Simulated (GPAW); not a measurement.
# MoS2 (P-3m1) in GPAW: a series of runs

Runs on MoS2. Level: PBE. Tasks: single point.

Everything below comes from runs of GPAW 26.7.0. Logs are shortened: lines on timing, memory, paths and dates and some standing lists are left out, and cuts for length are marked. The log counts tension as positive stress, the text compression.

### Step 1. The crystal as given

Symmetry: P-3m1, No. 164, trigonal system. The conventional cell has a = 3.227 Å, b = 3.227 Å, c = 6.312 Å, α = 90.00°, β = 90.00°, γ = 120.00°. Mo (site symmetry -3m) is surrounded by 6 S at 2.42 Å. Around S (site symmetry 3m) lie 3 Mo at 2.42 Å.

Measurements of this composition are mostly on another form, of space group No. 194.

### Step 2. Single point, PBE

The input, run.py:

```python
from ase.dft.bandgap import bandgap
from ase.io import read, write
from ase.units import Bohr, GPa
from gpaw import GPAW, PW
from gpaw.elf import elf_from_dft_calculation

atoms = read('MoS2.xyz')

calc = GPAW(mode=PW(600),
            xc='PBE',
            kpts={'size': (9, 9, 4), 'gamma': True},
            occupations={'name': 'methfessel-paxton', 'order': 0, 'width': 0.014},
            nbands=25,
            convergence={'density': 1e-05, 'energy': 1e-05},
            maxiter=150,
            txt='gpaw.txt')
atoms.calc = calc
energy = atoms.get_potential_energy()
forces = atoms.get_forces()
stress = atoms.get_stress()
calc.write('gs.gpw')
write('result.traj', atoms)
print(f'Energy: {energy:.6f} eV')
print('Forces (eV/A):')
print(forces.round(4))
print('Stress (GPa):', (stress / GPa).round(3))
print('Fermi level:', round(calc.get_fermi_level(), 4), 'eV')
print(f'Gap: {bandgap(calc)[0]:.4f} eV, direct: {bandgap(calc, direct=True)[0]:.4f} eV')

# fields on the real-space grid
write('density.cube', atoms, data=calc.get_pseudo_density() * Bohr**3)
write('potential.cube', atoms, data=calc.get_electrostatic_potential())
write('elf.cube', atoms, data=elf_from_dft_calculation(calc).data)
```

The input, MoS2.xyz:

```xyz
3
Lattice="3.2274645616 0.0000000000 0.0000000000 -1.6137322808 2.7950663001 0.0000000000 0.0000000000 0.0000000000 6.3124734200" Properties=species:S:1:pos:R:3 pbc="T T T"
Mo     0.0000000000      0.0000000000      3.1562367100
S      1.6137322810      0.9316887666      4.7007769989
S     -0.0000000002      1.8633775335      1.6116964211
```

Potentials or basis: GPAW PAW data sets (gpaw-data 1.2.1), pw.

The run is started by

```bash
$ OMP_NUM_THREADS=1 python run.py
```

gpaw.txt:

```text
__  _  _
 | _ |_)|_||  |
 |__||  | ||/\| - 26.7.0

Input parameters:
  mode=PW(ecut=600.0),
  convergence={'density': 1e-05, 'energy': 1e-05},
  kpts=MonkhorstPack(size=(9, 9, 4), gamma=True),
  maxiter=150,
  nbands=25,
  occupations=Occupations(name='methfessel-paxton', order=0, width=0.014),
  xc=XC(name='PBE')

Diagonalizing LCAO Hamiltonian
Converting LCAO to pw mode

            S

       Mo
         S

Atoms  # Å, Bohr magnetons
|   | symbol |         x |        y |        z |    initial magnetic moments |
|---|--------|-----------|----------|----------|-----------------------------|
| 0 |     Mo |  0.000000 | 0.000000 | 3.156237 | ( 0.0000,  0.0000,  0.0000) |
| 1 |      S |  1.613732 | 0.931689 | 4.700777 | ( 0.0000,  0.0000,  0.0000) |
| 2 |      S | -0.000000 | 1.863378 | 1.611696 | ( 0.0000,  0.0000,  0.0000) |

Unit cell  # Å
| periodic |         x |        y |        z |  lengths |     angles |
|----------|-----------|----------|----------|----------|------------|
|      yes |  3.227465 | 0.000000 | 0.000000 | 3.227465 |  90.000000 |
|      yes | -1.613732 | 2.795066 | 0.000000 | 3.227465 |  90.000000 |
|      yes |  0.000000 | 0.000000 | 6.312473 | 6.312473 | 120.000000 |

Number of symmetries: 12
Symmetry operations  # r_c * U_cc + t_c -> r_c
|    | kind |            matrix            |
|----|------|------------------------------|
|  0 |  σ   |  1, 1, 0,  0,-1, 0,  0, 0, 1 |
|  1 |  S6  |  1, 1, 0, -1, 0, 0,  0, 0,-1 |
|  2 |  E   |  1, 0, 0,  0, 1, 0,  0, 0, 1 |
|  3 |  C2  |  1, 0, 0, -1,-1, 0,  0, 0,-1 |
|  4 |  C2  |  0, 1, 0,  1, 0, 0,  0, 0,-1 |
|  5 |  C3  |  0, 1, 0, -1,-1, 0,  0, 0, 1 |
|  6 |  S6  |  0,-1, 0,  1, 1, 0,  0, 0,-1 |
|  7 |  σ   |  0,-1, 0, -1, 0, 0,  0, 0, 1 |
|  8 |  σ   | -1, 0, 0,  1, 1, 0,  0, 0, 1 |
|  9 |  i   | -1, 0, 0,  0,-1, 0,  0, 0,-1 |
| 10 |  C3  | -1,-1, 0,  1, 0, 0,  0, 0, 1 |
| 11 |  C2  | -1,-1, 0,  0, 1, 0,  0, 0,-1 |

BZ-sampling:
  Number of BZ points: 324
  Number of IBZ points: 43

  Monkhorst-Pack size: [9, 9, 4]
  Monkhorst-Pack shift: [0.0, 0.0, 0.125]

K-points  # in reciprocal-cell coordinates
|     |                                coordinates |     weight |
|-----|--------------------------------------------|------------|
|   0 | (  0.00000000,   0.00000000,   0.00000000) | 0.00308642 |
|   1 | (  0.00000000,   0.00000000,   0.25000000) | 0.00617284 |
|   2 | (  0.00000000,   0.00000000,   0.50000000) | 0.00308642 |
|   3 | (  0.11111111,   0.00000000,  -0.25000000) | 0.01851852 |
|   4 | (  0.11111111,   0.00000000,   0.00000000) | 0.01851852 |
|   5 | (  0.11111111,   0.00000000,   0.25000000) | 0.01851852 |
|   6 | (  0.11111111,   0.00000000,   0.50000000) | 0.01851852 |
|   7 | (  0.22222222,  -0.11111111,   0.00000000) | 0.01851852 |
|   8 | (  0.22222222,  -0.11111111,   0.25000000) | 0.03703704 |
|   9 | (  0.22222222,  -0.11111111,   0.50000000) | 0.01851852 |
| ... |                                            |            |
|  42 | (  0.44444444,   0.44444444,   0.50000000) | 0.01851852 |

Plane wave coefficients: 1934
Cutoff: 600.0 eV

Spin-components: 1 (collinear spins)
Bands:           25
Projectors:      16
Spin-degeneracy: 2
Datatype:        complex128

Parallelization:
  kpt:    1
  domain: 1
  band:   1

Density:
  Valence electrons: 26.0
  Components: 1
  Grid points: [20 20 36]
  Charge: 0.0  # |e|

Potential:
  Grid points: [20 20 36]

species:
  Mo:
    name:    Molybdenum
    Z:       42.0
    valence: 14
    core:    28
    charge:  0.0  # [|e|]
    compensation charges:
      type: gauss
      rc: 0.38  # [Å]
      lmax: 2
    cutoffs:
      filter: 2.16  # [Å]
      core: 1.42  # [Å]
    projectors
    | kind |    occ | energy [eV] | rcut [Å] |
    |------|--------|-------------|----------|
    |   4s |  2.000 |     -64.307 |    1.238 |
    |   5s |  1.000 |      -4.084 |    1.238 |
    |   4p |  6.000 |     -38.491 |    1.296 |
    |   5p |  0.000 |      -1.044 |    1.296 |
    |   4d |  5.000 |      -3.754 |    1.296 |
    |    d |        |      23.458 |    1.296 |

    Using partial waves for Mo as LCAO basis

  S:
    name:    Sulfur
    Z:       16.0
    valence: 6
    core:    10
    charge:  0.0  # [|e|]
    compensation charges:
      type: gauss
      rc: 0.24  # [Å]
      lmax: 2
    cutoffs:
      filter: 1.77  # [Å]
      core: 1.66  # [Å]
    projectors
    | kind |    occ | energy [eV] | rcut [Å] |
    |------|--------|-------------|----------|
    |   3s |  2.000 |     -17.254 |    0.974 |
    |   3p |  4.000 |      -7.008 |    0.979 |
    |    s |        |       9.957 |    0.974 |
    |    p |        |      20.203 |    0.979 |
    |    d |        |       0.000 |    0.900 |

    Using partial waves for S as LCAO basis

Reference energy: -131849.312427  # eV

eigensolver:
  PPCG
  Converge bands: occupied
  niter=2

density mixing:
  MSR1-Mixer
  Pratt-step length: 0.05
  Maximum mixing coefficient: 0.75
  Old densities: 10
  SVD Regularization: 0.005
  Good broyden scale: 1.0
  Trust region scale: 1.0
  Backstep threshold: 4.0
  History deletion threshold: 6.0
  Fourier metric: weight=20.0, sigma=0.015

occupation numbers:
  Methfessel-Paxton:
    width: 0.0140  # eV
    order: 0

poisson solver:
  ecut: 4800.0  # eV

xc functional:
  name: PBE with 2 nearest neighbor stencil

convergence criteria:
- Maximum integral of absolute [dens]ity change: 1e-05 electrons / valence electron
- Maximum [total energy] change in last 3 cyles: 1e-05 eV / valence electron
- Maximum integral of absolute [eigenst]ate change: 4e-08 eV^2 / valence electron
maximum number of iterations: 150

SCF iterations
|iter     | |      energy | eigst |  dens |
|---------|-|-------------|-------|-------|
|iter:   1| |  -23.120282 | +0.37 |       |
|iter:   2| |  -22.447245 | -1.50 | -0.96 |
|iter:   3| |  -21.314005 | -1.22 | -1.04 |
|iter:   4| |  -21.293402 | -2.40 | -1.51 |
|iter:   5| |  -21.290346 | -2.81 | -1.74 |
|iter:   6| |  -21.285945 | -3.65 | -2.05 |
|iter:   7| |  -21.285791 | -4.44 | -2.72 |
|iter:   8| |  -21.285763c| -5.68 | -3.28 |
|iter:   9| |  -21.285763c| -7.02 | -4.01 |
|iter:  10| |  -21.285763c| -7.56c| -4.66 |
|iter:  11| |  -21.285763c| -8.26c| -5.53c|

Converged in 11 steps
Energy contributions relative to reference atoms: (reference = -131849.312427)

Energy contributions:
  Kinetic:          -1.538257
  Coulomb:          -4.708023
  Zero:             -0.093955
  External:          0.000000
  Xc:              -14.945328
  Entropy:          -0.000401
  Spinorbit:         0.000000
  ----------------------------
  Free energy:     -21.285964
  Extrapolated:    -21.285763

dipole moment: (-6.037260, -10.456842, 0.000002)  # |e|*Ang

Fermi level: 7.533
Eigenvalues  # (at kpt = [0.000, 0.000, 0.000])
| band index |      eig [eV] | occ [0-2] |
|------------|---------------|-----------|
|          0 |       -54.289 |     2.000 |
|        ... |               |           |
|          7 |         3.555 |     2.000 |
|          8 |         3.555 |     2.000 |
|          9 |         5.721 |     2.000 |
|         10 |         6.502 |     2.000 |
|         11 |         6.600 |     2.000 |
|         12 |         6.600 |     2.000 |
[... 8 lines left out ...]
|         21 |        17.716 |     0.000 |
|         22 |        20.360 |     0.000 |
|        ... |               |           |
|         24 |        20.438 |     0.000 |

No gap
No difference between direct/indirect transitions

Forces  # eV/Ang
|        x |        y |        z |
|----------|----------|----------|
|  0.00000 | -0.00000 |  0.00000 |  # Mo   0
| -0.00000 | -0.00000 |  0.30224 |  # S    1
|  0.00000 |  0.00000 | -0.30224 |  # S    2

Stress tensor  # eV/Ang^3
|        x |         y |         z |
|----------|-----------|-----------|
| 0.000089 |  0.000000 |  0.000000 |
| 0.000000 |  0.000089 | -0.000000 |
| 0.000000 | -0.000000 | -0.018928 |

# Writing to gs.gpw (mode='')
```

Run time: 32 s. Hardware: 1 thread of Arm Neoverse V2, shared host; peak memory 0.19 GiB.

Results:

```yaml
Free_energy: -21.2860 eV
Pressure: 1.0 GPa
Largest_force: 0.302 eV/Å
Band_gap_on_the_k_mesh: none (metal or under the smearing width)
```

Forces in eV/Å, atoms in the order of the input:
```
Mo   0.000  0.000  0.000
S    0.000  0.000  0.302
S    0.000  0.000 -0.302
```

Caveat: this functional lacks dispersion, which binds the layers, so the pressure and a relaxed spacing across them are unreliable.

### Step 3. Single point, PBE

The input, run.py:

```python
from ase import Atoms
from ase.dft.bandgap import bandgap
from ase.io import write
from ase.units import GPa
from gpaw import GPAW, PW

atoms = Atoms(['Mo', 'S', 'S'],
              cell=[[3.2274645616, 0.0, 0.0],
                    [-1.6137322808, 2.7950663001, 0.0],
                    [0.0, 0.0, 6.31247342]],
              scaled_positions=[[0.0, 0.0, 0.5],
                                [0.6666666667, 0.3333333333, 0.74468068],
                                [0.3333333333, 0.6666666667, 0.25531932]],
              pbc=True)

calc = GPAW(mode=PW(600),
            xc='PBE',
            kpts={'size': (9, 9, 4), 'gamma': True},
            occupations={'name': 'methfessel-paxton', 'order': 0, 'width': 0.015},
            nbands=25,
            convergence={'density': 1e-05, 'energy': 1e-05},
            maxiter=150,
            txt='gpaw.txt')
atoms.calc = calc
energy = atoms.get_potential_energy()
forces = atoms.get_forces()
stress = atoms.get_stress()
calc.write('gs.gpw')
write('result.traj', atoms)
print(f'Energy: {energy:.6f} eV')
print('Forces (eV/A):')
print(forces.round(4))
print('Stress (GPa):', (stress / GPa).round(3))
print('Fermi level:', round(calc.get_fermi_level(), 4), 'eV')
print(f'Gap: {bandgap(calc)[0]:.4f} eV, direct: {bandgap(calc, direct=True)[0]:.4f} eV')
```

Potentials or basis: GPAW PAW data sets (gpaw-data 1.2.1), pw.

The run is started by

```bash
$ OMP_NUM_THREADS=1 python run.py
```

It took 32 s on 1 thread of Arm Neoverse V2, shared host; peak memory 0.19 GiB.

Results (log left out):

```
Free energy            : -21.2860 eV
Pressure               : 1.0 GPa
Largest force          : 0.302 eV/Å
Band gap on the k mesh : none (metal or under the smearing width)
```

Forces on the atoms (eV/Å):
```
Mo   0.000  0.000  0.000
S    0.000  0.000  0.302
S    0.000  0.000 -0.302
```

Stress tensor (GPa, compression positive):
```
-0.01  0.00  0.00
 0.00 -0.01  0.00
 0.00  0.00  3.03
```

Levels at points of the mesh, in eV from the Fermi level:
```tsv
k point	band 10	band 11	band 12	band 13	band 14	band 15	band 16	band 17
(0.00, 0.00, 0.00)	-1.81	-1.03	-0.93	-0.93	-0.30	-0.30	3.20	3.20
(0.00, 0.00, 0.50)	-3.55	-0.94	-0.94	-0.37	-0.37	-0.05	3.35	3.35
```

Caveat: this functional lacks dispersion, which binds the layers, so the pressure and a relaxed spacing across them are unreliable.

### Step 4. Single point, PBE

Edit run.py of step 3 so:

```diff
@@ -18,3 +18,3 @@
             kpts={'size': (9, 9, 4), 'gamma': True},
-            occupations={'name': 'methfessel-paxton', 'order': 0, 'width': 0.015},
+            occupations={'name': 'methfessel-paxton', 'order': 0, 'width': 0.016},
             nbands=25,
```

The run is started by

```bash
$ OMP_NUM_THREADS=1 python run.py
```

Run time: 32 s. Hardware: 1 thread of Arm Neoverse V2, shared host; peak memory 0.19 GiB.

It converged, with:

* Free energy: -21.2860 eV
* Pressure: 1.0 GPa
* Largest force: 0.302 eV/Å
* Band gap on the k mesh: none (metal or under the smearing width)

Forces in eV/Å, atoms in the order of the input:
```
Mo   0.000  0.000  0.000
S    0.000  0.000  0.302
S    0.000  0.000 -0.302
```

Stress tensor (GPa, compression positive):
```
-0.01  0.00  0.00
 0.00 -0.01  0.00
 0.00  0.00  3.03
```

Levels at points of the mesh, in eV from the Fermi level:
```
           k point  band 9  band 10  band 11  band 12  band 13  band 14  band 15  band 16  band 17  band 18
(0.00, 0.00, 0.00)   -3.98    -1.81    -1.03    -0.93    -0.93    -0.30    -0.30     3.20     3.20     6.09
(0.00, 0.00, 0.50)   -3.97    -3.55    -0.94    -0.94    -0.36    -0.36    -0.05     3.35     3.35     6.05
```

Caveat: this functional lacks dispersion, which binds the layers, so the pressure and a relaxed spacing across them are unreliable.

(Part 1 of 2 ends here.)
